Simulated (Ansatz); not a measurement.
Here is an Ansatz 0.2.0 calculation.

The input input.yaml:

```yaml
crystal:
  lattice:
    - [1.8807968987, 1.0858785957, 3.5140619945]
    - [-1.8807968987, 1.0858785957, 3.5140619945]
    - [0.0, -2.1717571915, 3.5140619945]
  atoms:
    - { symbol: As, position: [0.226, 0.226, 0.226] }
    - { symbol: As, position: [0.774, 0.774, 0.774] }
hamiltonian:
  xc: revpbe
  pseudopotentials: { kind: paw }
  dispersion: d3bj
kpoints:
  mp_grid: { grid: [9, 9, 9] }
scf:
  occupations: { method: fermi_dirac, width: 0.05 }
output:
  forces: true
  stress: true
  eigenvalues: true
  write_density: true
  write_potential: true
  elf: true
  volumetric_format: npy
relax:
  f_tol: 0.01
  max_steps: 40
  cell: { stress_tol: 0.05 }
```

Potentials or basis: Ansatz PAW.

The run is started by

```sh
$ ansatz run input.yaml --threads 2 --pin off --max-ram 5632MiB --backend cpu --events-out ev --progress --plain --runs-dir out
```

(1) Estimate the band gap on the k mesh.

(2) Predict the space group after relaxing (to 0.05 Å).

(3) Estimate the relaxed cell.

(4) Estimate the relaxed volume.

Results:

(1) none (metal or under the smearing width).

(2) R-3m (No. 166).

(3) a = 3.940 Å, b = 3.940 Å, c = 3.940 Å, α = 57.01°, β = 57.01°, γ = 57.01°.

(4) 20.13 Å³/atom.

Caveat: pairwise dispersion overbinds metals, which lowers pressure and volume; the PAW data sets come from PBE, with cores solved anew for the run's functional, which leaves a small shift of forces and pressure.
